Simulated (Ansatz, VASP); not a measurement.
# One calculation of Te, two programs

```xyz
1
Lattice="2.3806 1.3744 1.3520 -2.3806 1.3744 1.3520 0.0000 -2.7489 1.3520" Properties=species:S:1:pos:R:3 pbc="T T T"
Te    0.0000    0.0000    2.0280
```

Alike in both runs: functional r2SCAN; k mesh 11 × 11 × 11; occupations gaussian, width 0.1 eV; no spin polarisation.

Ansatz relaxed the structure, and its values are those at the end. VASP's run is a single point on that final structure, the one shown.

|  | VASP | Ansatz |
| --- | --- | --- |
| version | VASP 6.6.1 | Ansatz 0.2.0 |
| potentials or method | VASP PAW PBE potentials, release 64 (Te) | plane waves, PAW |
| plane-wave cutoff (eV) | 520 | 500 |
| valence electrons in the cell | 6 | 16 |

```csv
,VASP,Ansatz,Ansatz less VASP
pressure (GPa),10.0,10.0,+0.01
```

With one functional, cell and mesh, what is left measures potentials, basis and numerics. The two sets of potentials don't hold the same shells in valence.

Caveats: the PAW data sets were made with another functional, which shifts forces and pressure a little (VASP). The runs have no spin-orbit coupling, so splittings on Te are missing.
